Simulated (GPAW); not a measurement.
Nb3Sn:

```
Sn Nb
1.0
     5.28210    0.00000    0.00000
     0.00000    5.28210    0.00000
     0.00000    0.00000    5.28210
Sn Nb
2 6
Direct
  0.50000 0.50000 0.50000
  0.00000 0.00000 0.00000
  0.00000 0.50000 0.25000
  0.00000 0.50000 0.75000
  0.50000 0.25000 0.00000
  0.75000 0.00000 0.50000
  0.50000 0.75000 0.00000
  0.25000 0.00000 0.50000
```

| Property | Result |
| --- | --- |
| Program | GPAW 26.7.0 |
| Task | relaxation of cell and atoms |
| Functional | PBEsol |
| Dispersion | D3(BJ) |
| Potentials or basis | PAW data sets generated in the run's folder for this functional |
| Cutoff | 600 eV |
| Basis | pw |
| k mesh | 4 × 4 × 4 |
| Occupations | fermi-dirac, width 0.05 eV |
| Spin | no spin polarisation |

At the start: pressure -9.5 GPa; volume 18.42 Å³/atom.

Task: How do energy, volume and symmetry change on relaxing?

Result: Over 4 steps the energy falls by 31.5 meV/atom and the volume is 17.42 Å³/atom (-5.4 %); space group Pm-3n (No. 223, to 0.05 Å).

Step by step:
| step | energy change (eV) | largest force (eV/Å) | pressure (GPa) | volume (Å³) |
| --- | --- | --- | --- | --- |
| 1 | 0.0000 | 0.0000 | -9.47 | 147.37 |
| 2 | -0.0487 | 0.0000 | -8.59 | 146.52 |
| 3 | -0.2512 | 0.0001 | 0.60 | 138.89 |
| 4 | -0.2520 | 0.0001 | -0.03 | 139.35 |

Final structure:
```
Sn Nb
1.0
     5.18447    0.00000    0.00000
     0.00000    5.18447    0.00000
     0.00000    0.00000    5.18447
Sn Nb
2 6
Direct
  0.50000 0.50000 0.50000
  0.00000 0.00000 0.00000
  0.00000 0.50000 0.25000
  0.00000 0.50000 0.75000
  0.50000 0.25000 0.00000
  0.75000 0.00000 0.50000
  0.50000 0.75000 0.00000
  0.25000 0.00000 0.50000
```

Caveat: later steps reuse the first step's grids; pairwise dispersion overbinds metals, which lowers pressure and volume.
